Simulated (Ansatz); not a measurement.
**MgO: equation of state**

The task here is to estimate one member of a computed series from the others.

Program: Ansatz 0.2.0. Level of theory: DFT PBE, scalar-relativistic. These are calculated values, not measurements.

**The system as given**

The structure is cubic, space group F-43m (No. 216). Conventional cell: a = 4.612 Å, b = 4.612 Å, c = 4.612 Å, α = 90.00°, β = 90.00°, γ = 90.00°. Around Mg (site symmetry -43m) lie 4 O at 2.00 Å. O (site symmetry -43m) has 4 Mg at 2.00 Å as nearest neighbours.

Coordinates:

```xyz
2
Lattice="0.0000 2.3059 2.3059 2.3059 0.0000 2.3059 2.3059 2.3059 0.0000" Properties=species:S:1:pos:R:3 pbc="T T T"
Mg    0.0000    0.0000    0.0000
O     1.1529    1.1529    1.1529
```

The structure (zincblende type) was typed from a prototype and relaxed by PAW; whether it is the ground state wasn't tested.

Atoms are numbered in the order of the input: Mg1, O2.

Set-up of the first run:

input.yaml

```yaml
crystal:
  lattice:
    - [0.0, 2.2592223707, 2.2592223707]
    - [2.2592223707, 0.0, 2.2592223707]
    - [2.2592223707, 2.2592223707, 0.0]
  atoms:
    - { symbol: Mg, position: [0.0, 0.0, 0.0] }
    - { symbol: O, position: [0.25, 0.25, 0.25] }
kpoints:
  mp_grid: { grid: [13, 13, 13] }
scf:
  occupations: { method: fermi_dirac, width: 0.08 }
hamiltonian:
  xc: pbe
  pseudopotentials: { kind: all_electron, lapw: { basis_error: 0.0005 } }
output:
  forces: true
  stress: true
  eigenvalues: true
```

Started as:

```console
ansatz run input.yaml --threads 1 --pin off --max-ram 2048MiB --backend cpu --events-out ev --progress --plain --runs-dir out
```

Among the steps run: Volume × 0.9405, LAPW; Volume × 0.9405, PAW; Volume × 0.9405, crystal datasets; Volume × 0.98, LAPW; Volume × 0.98, PAW; Volume × 1.02, LAPW; Volume × 1.02, PAW; Volume × 1.06, LAPW; Volume × 1.06, PAW; Volume × 1.06, crystal datasets.

One of the session's tables, all rows but one given; the rest of the session is left out.

```
          method  volume (Å³/atom)  gap on the k mesh (eV)
            LAPW            11.531                    3.82
            LAPW            12.016                    3.59
            LAPW            12.261                    3.48
            LAPW            12.506                    3.37
            LAPW            12.996                    3.16
             PAW            11.531                    3.83
             PAW            12.016                    3.59
             PAW            12.261                    3.48
             PAW            12.506                       ?
             PAW            12.996                    3.17
crystal datasets            11.531                    3.82
crystal datasets            12.261                    3.48
crystal datasets            12.996                    3.16
```

**Question.** Estimate the row for PAW, 12.506.

**Answer.** gap on the k mesh (eV): 3.38. In the column «gap on the k mesh (eV)» it lies between LAPW, 12.506 (3.37) and LAPW, 12.261 (3.48).

To keep in mind: Warnings in the runs' records: crystal datasets made.
